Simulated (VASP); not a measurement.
# KI (Fm-3m) in VASP: a series of runs

The runs below take KI through electric field gradients, with PBE.

All numbers are computed with VASP 6.6.1; they aren't measurements. Logs are shortened: lines on timing, memory, paths and dates and some standing lists are left out, and cuts for length are marked.

**What was measured.**

A printed reference work, monograph reports, for a bulk crystal of KI: band gap 6.32 eV.

The runs below are set against these values where they give the same quantity.

## 1. The cell of the first run

It takes space group Fm-3m (No. 225, cubic). Conventional cell: a = 7.049 Å, b = 7.049 Å, c = 7.049 Å, α = 90.00°, β = 90.00°, γ = 90.00°. K (site symmetry m-3m) has 6 I at 3.52 Å within 4.6 Å. I (site symmetry m-3m) has 6 K at 3.52 Å within 4.6 Å.

## 2. Electric field gradients, PBE

Input file INCAR:

```
SYSTEM = KI
PREC = Accurate
ENCUT = 520
EDIFF = 1E-8
ISMEAR = -1
SIGMA = 0.01
LREAL = .FALSE.
LASPH = .TRUE.
NELM = 80
ALGO = Normal
ISIF = 2
LWAVE = .FALSE.
LCHARG = .FALSE.
GGA = PE
LEFG = .TRUE.
NBANDS = 15
```

Input file KPOINTS:

```
regular mesh
0
G
  8 8 8
  0 0 0
```

Input file POSCAR:

```
KI
1.0
    0.0000000000      3.5245500000      3.5245500000
    3.5245500000      0.0000000000      3.5245500000
    3.5245500000      3.5245500000      0.0000000000
K I
1 1
Direct
    0.0000000000      0.0000000000      0.0000000000
    0.5000000000      0.5000000000      0.5000000000
```

Potentials or basis: VASP PAW PBE potentials, release 64 (K_sv, I).

The run is started by

```sh
$ cat potpaw_PBE.64/K_sv/POTCAR potpaw_PBE.64/I/POTCAR > POTCAR
$ mpirun -np 1 vasp_std > vasp.out
```

OUTCAR:

```text
SYSTEM = KI
   PREC = Accurate
   ENCUT = 520
   EDIFF = 1E-8
   ISMEAR = -1
   LREAL = .FALSE.
   LASPH = .TRUE.
   NELM = 80
   ISIF = 2
   GGA = PE

 ion  position               nearest neighbor table
   1  0.000  0.000  0.000-   2 3.52   2 3.52   2 3.52   2 3.52   2 3.52   2 3.52
   2  0.500  0.500  0.500-   1 3.52   1 3.52   1 3.52   1 3.52   1 3.52   1 3.52

  LATTYP: Found a face centered cubic cell.
 ALAT       =     7.0491000000

  Lattice vectors:

 A1 = (   0.0000000000,   3.5245500000,   3.5245500000)
 A2 = (   3.5245500000,   0.0000000000,   3.5245500000)
 A3 = (   3.5245500000,   3.5245500000,   0.0000000000)

Analysis of symmetry for initial positions (statically):
=====================================================================
 Subroutine PRICEL returns:
 Original cell was already a primitive cell.

 Routine SETGRP: Setting up the symmetry group for a
 face centered cubic supercell.

 Subroutine GETGRP returns: Found 48 space group operations
 (whereof 48 operations were pure point group operations)
 out of a pool of 48 trial point group operations.

The static configuration has the point symmetry O_h .

Analysis of symmetry for dynamics (positions and initial velocities):
=====================================================================
 Subroutine PRICEL returns:
 Original cell was already a primitive cell.

 Routine SETGRP: Setting up the symmetry group for a
 face centered cubic supercell.

 Subroutine GETGRP returns: Found 48 space group operations
 (whereof 48 operations were pure point group operations)
 out of a pool of 48 trial point group operations.

The dynamic configuration has the point symmetry O_h .

 Subroutine INISYM returns: Found 48 space group operations
 (whereof 48 operations are pure point group operations),
 and found     1 'primitive' translations

----------------------------------------------------------------------------------------

                                     Primitive cell

  volume of cell :      87.5671

  direct lattice vectors                    reciprocal lattice vectors
     0.000000000  3.524550000  3.524550000    -0.141862082  0.141862082  0.141862082
     3.524550000  0.000000000  3.524550000     0.141862082 -0.141862082  0.141862082
     3.524550000  3.524550000  0.000000000     0.141862082  0.141862082 -0.141862082

  length of vectors
     4.984466411  4.984466411  4.984466411     0.245712333  0.245712333  0.245712333

  position of ions in fractional coordinates (direct lattice)
     0.000000000  0.000000000  0.000000000
     0.500000000  0.500000000  0.500000000

  ion indices of the primitive-cell ions
   primitive index   ion index
                 1           1
                 2           2

----------------------------------------------------------------------------------------

 KPOINTS: regular mesh

Automatic generation of k-mesh.
 Grid dimensions read from file:
 generate k-points for:    8    8    8

 Generating k-lattice:

  Cartesian coordinates                     Fractional coordinates (reciprocal lattice)
    -0.017732760  0.017732760  0.017732760     0.125000000  0.000000000  0.000000000
     0.017732760 -0.017732760  0.017732760     0.000000000  0.125000000  0.000000000
     0.017732760  0.017732760 -0.017732760     0.000000000  0.000000000  0.125000000

  Length of vectors
     0.030714042  0.030714042  0.030714042

  Shift w.r.t. Gamma in fractional coordinates (k-lattice)
     0.000000000  0.000000000  0.000000000

 Subroutine IBZKPT returns following result:
 ===========================================

 Found     29 irreducible k-points:

 Following reciprocal coordinates:
            Coordinates               Weight
  0.000000  0.000000  0.000000      1.000000
  0.125000  0.000000  0.000000      8.000000
  0.250000  0.000000  0.000000      8.000000
  0.375000  0.000000  0.000000      8.000000
  0.500000  0.000000  0.000000      4.000000
  0.125000  0.125000  0.000000      6.000000
[... 16 lines left out ...]
  0.500000  0.250000  0.125000     48.000000
 -0.375000  0.250000  0.125000     24.000000
 [... further k-points ...]
   k-points           NKPTS =     29   k-points in BZ     NKDIM =     29   number of bands    NBANDS=     15
   number of dos      NEDOS =    301   number of ions     NIONS =      2
   total plane-waves  NPLWV =  64000
   dimension x,y,z NGX =    40 NGY =   40 NGZ =   40
   dimension x,y,z NGXF=    80 NGYF=   80 NGZF=   80
   ions per type =               1   1
   NGX,Y,Z   is equivalent  to a cutoff of  13.34, 13.34, 13.34 a.u.
   NGXF,Y,Z  is equivalent  to a cutoff of  26.68, 26.68, 26.68 a.u.
 SYSTEM =  KI
   PREC   = accura    normal or accurate (medium, high low for compatibility)
   ISTART =      0    job   : 0-new  1-cont  2-samecut
   ICHARG =      2    charge: 1-file 2-atom 10-const
   ISPIN  =      1    spin polarized calculation?
   LNONCOLLINEAR =      F non collinear calculations
   LSORBIT =      F    spin-orbit coupling
   LASPH  =      T    aspherical Exc in radial PAW
   ENCUT  =  520.0 eV  38.22 Ry    6.18 a.u.   9.27  9.27  9.27*2*pi/ulx,y,z
   NELM   =     80;   NELMIN=  2; NELMDL= -5     # of ELM steps
   EDIFF  = 0.1E-07   stopping-criterion for ELM
   LREAL  =      F    real-space projection
   EDIFFG = 0.1E-06   stopping-criterion for IOM
   NSW    =      0    number of steps for IOM
   IBRION =     -1    ionic relax: 0-MD 1-quasi-New 2-CG
   NFREE  =      0    steps in history (QN), initial steepest desc. (CG)
   ISIF   =      2    stress and relaxation
   ISYM   =      2    0-nonsym 1-usesym 2-fastsym
   POTIM  = 0.5000    time-step for ionic-motion
   TEBEG  =    0.0;   TEEND  =   0.0 temperature during run
   PSTRESS=    0.0 pullay stress
   NELECT =      16.0000    total number of electrons
   NUPDOWN=      -1.0000    fix difference up-down
   EMIN   =  10.00;   EMAX   =-10.00  energy-range for DOS
   EFERMI =   0.00;   METHOD = LEGACY
   ISMEAR =    -1;   SIGMA  =   0.01  broadening in eV -4-tet -1-fermi 0-gaus
   EFERMI_NEDOS =   21; number of points for ismear=-14 and -15
   IALGO  =     38    algorithm
   IMIX   =      4    mixing-type and parameters
     AMIX     =   0.40;   BMIX     =  1.00
     AMIX_MAG =   1.60;   BMIX_MAG =  1.00
  volume/ion in A,a.u.               =      43.78       295.47
  Fermi-wavevector in a.u.,A,eV,Ry     =   0.928969  1.755497 11.741598  0.862983
  Thomas-Fermi vector in A             =   2.055202
   LORBIT       =      0    0 simple, 1 ext, 2 COOP (PROOUT), +10 PAW based schemes
   GGA     = PE    functional components
   LHFCALC =     F    Hartree Fock is set to
   AEXX    =    0.0000 exact exchange contribution
   IVDW    =     0    specifies the selected vdW correction
   LEPSILON=     F    determine dielectric tensor
   LRPA    =     F    only Hartree local field effects (RPA)
 non-spin polarized calculation
  energy-cutoff  :      520.00
  volume of cell :       87.57
 maximum number of plane-waves:      2397
 NGX is ok and might be reduce to    40
   NGX = 19   NGY = 19   NGZ = 19

 number of electron      15.9999999 magnetization

 Free energy of the ion-electron system (eV)
  ---------------------------------------------------
  ext. energy  EPLUGINS =         0.00000000
  ---------------------------------------------------
  free energy    TOTEN  =        -5.55381199 eV

  energy without entropy =       -5.55381199  energy(sigma->0) =       -5.55381199

 E-fermi :  -0.0833     XC(G=0):  -7.2049

 val. band max:       -0.3790669695   @ k =   0.0000   0.0000   0.0000
 cond. band min:       3.6002206736   @ k =   0.0000   0.0000   0.0000
 fundamental gap:      3.9792876431
 Fermi energy:        -0.0833317423

 k-point     1 :       0.0000    0.0000    0.0000
  band No.  band energies     occupation
      1     -28.8687      2.00000
      2     -12.3573      2.00000
      3     -12.3573      2.00000
      4     -12.3573      2.00000
      5     -10.8916      2.00000
      6      -0.3791      2.00000
      7      -0.3791      2.00000
      8      -0.3791      2.00000
      9       3.6002      0.00000
     10       6.1147      0.00000
     11       6.1147      0.00000
     12       6.1147      0.00000
     13       6.8366      0.00000
     14       6.8366      0.00000
[... 401 lines left out ...]
      2     -12.4691      2.00000
      3     -12.3748      2.00000
      4     -12.3661      2.00000
      5     -10.6438      2.00000
      6      -1.4982      2.00000
      7      -0.9302      2.00000
      8      -0.7720      2.00000
      9       5.6674      0.00000
     10       6.4720      0.00000
     11       7.0311      0.00000
     12       7.9049      0.00000
     13       8.3399      0.00000
     14       8.5871      0.00000
     15       9.4398      0.00000

 [... further k-points ...]

------------------------ aborting loop because EDIFF is reached ----------------------------------------

  FORCE on cell =-STRESS in cart. coord.  units (eV):
  Direction    XX          YY          ZZ          XY          YZ          ZX
  --------------------------------------------------------------------------------------
  -------------------------------------------------------------------------------------
  Total        0.3867367      0.3867367      0.3867367     -0.0000000      0.0000000      0.0000000
  in kB        7.0759528      7.0759528      7.0759528     -0.0000000      0.0000000      0.0000000
  external PRESSURE =       7.0759528 kB  Pullay stress =       0.0000000 kB

 VOLUME and BASIS-vectors are now :
 -----------------------------------------------------------------------------
  energy-cutoff  :      520.00
  volume of cell :       87.57
      direct lattice vectors                 reciprocal lattice vectors
     0.000000000  3.524550000  3.524550000    -0.141862082  0.141862082  0.141862082
     3.524550000  0.000000000  3.524550000     0.141862082 -0.141862082  0.141862082
     3.524550000  3.524550000  0.000000000     0.141862082  0.141862082 -0.141862082

 POSITION                                       TOTAL-FORCE (eV/Angst)
 -----------------------------------------------------------------------------------
      0.00000      0.00000      0.00000         0.000000      0.000000      0.000000
      3.52455      3.52455      3.52455        -0.000000     -0.000000     -0.000000
 -----------------------------------------------------------------------------------
    total drift:                                0.000000     -0.000000     -0.000000

  FREE ENERGIE OF THE ION-ELECTRON SYSTEM (eV)
  ---------------------------------------------------
  free  energy   TOTEN  =        -5.5538119889 eV

  energy  without entropy=       -5.5538119889  energy(sigma->0) =       -5.55381199

 Electric field gradients (V/A^2)
---------------------------------------------------------------------
 ion       V_xx      V_yy      V_zz      V_xy      V_xz      V_yz
---------------------------------------------------------------------
   1      -0.000     0.000     0.000    -0.000    -0.000    -0.000
   2       0.000     0.000     0.000    -0.000    -0.000    -0.000
---------------------------------------------------------------------

 Electric field gradients after diagonalization (V/A^2)
 (convention: |V_zz| > |V_xx| > |V_yy|)
----------------------------------------------------------------------
 ion       V_xx      V_yy      V_zz     asymmetry (V_yy - V_xx)/ V_zz
----------------------------------------------------------------------
   1       0.000     0.000    -0.001       0.000
   2       0.000     0.000    -0.000       0.000
----------------------------------------------------------------------

           NMR quadrupolar parameters

 Cq : quadrupolar parameter    Cq=e*Q*V_zz/h
 eta: asymmetry parameters     (V_yy - V_xx)/ V_zz
 Q  : nuclear electric quadrupole moment in mb (millibarn)
----------------------------------------------------------------------
 ion       Cq(MHz)       eta       Q (mb)
----------------------------------------------------------------------
   1      -0.000       0.000       1.000
   2      -0.000       0.000       1.000
----------------------------------------------------------------------
```

It took 1.7 min on 1 thread of Intel Xeon 8259CL, shared host; peak memory 0.25 GiB.

What came out:

| Quantity | Value |
| --- | --- |
| Free energy | -5.5538 eV |
| Pressure | 0.7 GPa |
| Band gap on the k mesh | 3.98 eV |
| Largest electric field gradient by atom | zero within the noise of the run |

Caveat: spin-orbit coupling is left out, which moves the levels of the heavy elements.

## 3. Electric field gradients, PBE

Input file INCAR:

```
PREC = Accurate ; ENCUT = 520
EDIFF = 1E-8 ; ISMEAR = -1
SIGMA = 0.01 ; LREAL = False
LASPH = True ; NELM = 80
ALGO = Normal ; ISIF = 2
LWAVE = False ; LCHARG = False
GGA = PE ; LEFG = True
NBANDS = 15
```

Input file KPOINTS:

```
regular mesh
0
Gamma
  8 8 8
```

POSCAR is that of step 2.

Potentials or basis: VASP PAW PBE potentials, release 64 (K_sv, I).

The run is started by

```sh
$ cat potpaw_PBE.64/K_sv/POTCAR potpaw_PBE.64/I/POTCAR > POTCAR
$ mpirun -np 1 vasp_std > vasp.out
```

OUTCAR:

```text
PREC = Accurate
   ENCUT = 520
   EDIFF = 1E-8
   ISMEAR = -1
   LREAL = False
   LASPH = True
   NELM = 80
   ISIF = 2
   GGA = PE

 ion  position               nearest neighbor table
   1  0.000  0.000  0.000-   2 3.52   2 3.52   2 3.52   2 3.52   2 3.52   2 3.52
   2  0.500  0.500  0.500-   1 3.52   1 3.52   1 3.52   1 3.52   1 3.52   1 3.52

  LATTYP: Found a face centered cubic cell.
 ALAT       =     7.0491000000

  Lattice vectors:

 A1 = (   0.0000000000,   3.5245500000,   3.5245500000)
 A2 = (   3.5245500000,   0.0000000000,   3.5245500000)
 A3 = (   3.5245500000,   3.5245500000,   0.0000000000)

Analysis of symmetry for initial positions (statically):
=====================================================================
 Subroutine PRICEL returns:
 Original cell was already a primitive cell.

 Routine SETGRP: Setting up the symmetry group for a
 face centered cubic supercell.

 Subroutine GETGRP returns: Found 48 space group operations
 (whereof 48 operations were pure point group operations)
 out of a pool of 48 trial point group operations.

The static configuration has the point symmetry O_h .

Analysis of symmetry for dynamics (positions and initial velocities):
=====================================================================
 Subroutine PRICEL returns:
 Original cell was already a primitive cell.

 Routine SETGRP: Setting up the symmetry group for a
 face centered cubic supercell.

 Subroutine GETGRP returns: Found 48 space group operations
 (whereof 48 operations were pure point group operations)
 out of a pool of 48 trial point group operations.

[... 575 lines left out ...]
      5     -10.6438      2.00000
      6      -1.4982      2.00000
      7      -0.9302      2.00000
      8      -0.7720      2.00000
      9       5.6674      0.00000
     10       6.4720      0.00000
     11       7.0311      0.00000
     12       7.9049      0.00000
     13       8.3399      0.00000
     14       8.5871      0.00000
     15       9.4398      0.00000

 [... further k-points ...]

------------------------ aborting loop because EDIFF is reached ----------------------------------------

  FORCE on cell =-STRESS in cart. coord.  units (eV):
  Direction    XX          YY          ZZ          XY          YZ          ZX
  --------------------------------------------------------------------------------------
  -------------------------------------------------------------------------------------
  Total        0.3867367      0.3867367      0.3867367     -0.0000000      0.0000000      0.0000000
  in kB        7.0759528      7.0759528      7.0759528     -0.0000000      0.0000000      0.0000000
  external PRESSURE =       7.0759528 kB  Pullay stress =       0.0000000 kB

 VOLUME and BASIS-vectors are now :
 -----------------------------------------------------------------------------
  energy-cutoff  :      520.00
  volume of cell :       87.57
      direct lattice vectors                 reciprocal lattice vectors
     0.000000000  3.524550000  3.524550000    -0.141862082  0.141862082  0.141862082
     3.524550000  0.000000000  3.524550000     0.141862082 -0.141862082  0.141862082
     3.524550000  3.524550000  0.000000000     0.141862082  0.141862082 -0.141862082

 POSITION                                       TOTAL-FORCE (eV/Angst)
 -----------------------------------------------------------------------------------
      0.00000      0.00000      0.00000         0.000000      0.000000      0.000000
      3.52455      3.52455      3.52455        -0.000000     -0.000000     -0.000000
 -----------------------------------------------------------------------------------
    total drift:                                0.000000     -0.000000     -0.000000

  FREE ENERGIE OF THE ION-ELECTRON SYSTEM (eV)
  ---------------------------------------------------
  free  energy   TOTEN  =        -5.5538119889 eV

  energy  without entropy=       -5.5538119889  energy(sigma->0) =       -5.55381199

 Electric field gradients (V/A^2)
---------------------------------------------------------------------
 ion       V_xx      V_yy      V_zz      V_xy      V_xz      V_yz
---------------------------------------------------------------------
   1      -0.000     0.000     0.000    -0.000    -0.000    -0.000
   2       0.000     0.000     0.000    -0.000    -0.000    -0.000
---------------------------------------------------------------------

 Electric field gradients after diagonalization (V/A^2)
 (convention: |V_zz| > |V_xx| > |V_yy|)
----------------------------------------------------------------------
 ion       V_xx      V_yy      V_zz     asymmetry (V_yy - V_xx)/ V_zz
----------------------------------------------------------------------
   1       0.000     0.000    -0.001       0.000
   2       0.000     0.000    -0.000       0.000
----------------------------------------------------------------------

           NMR quadrupolar parameters

 Cq : quadrupolar parameter    Cq=e*Q*V_zz/h
 eta: asymmetry parameters     (V_yy - V_xx)/ V_zz
 Q  : nuclear electric quadrupole moment in mb (millibarn)
----------------------------------------------------------------------
 ion       Cq(MHz)       eta       Q (mb)
----------------------------------------------------------------------
   1      -0.000       0.000       1.000
   2      -0.000       0.000       1.000
----------------------------------------------------------------------
```

It took 88 s on 1 thread of Intel Xeon 8259CL, shared host; peak memory 0.25 GiB.

Results:

```
Free energy                             : -5.5538 eV
Pressure                                : 0.7 GPa
Band gap on the k mesh                  : 3.98 eV
Largest electric field gradient by atom : zero within the noise of the run
```

Caveat: spin-orbit coupling is left out, which moves the levels of the heavy elements.

[end of part 1 of 2]
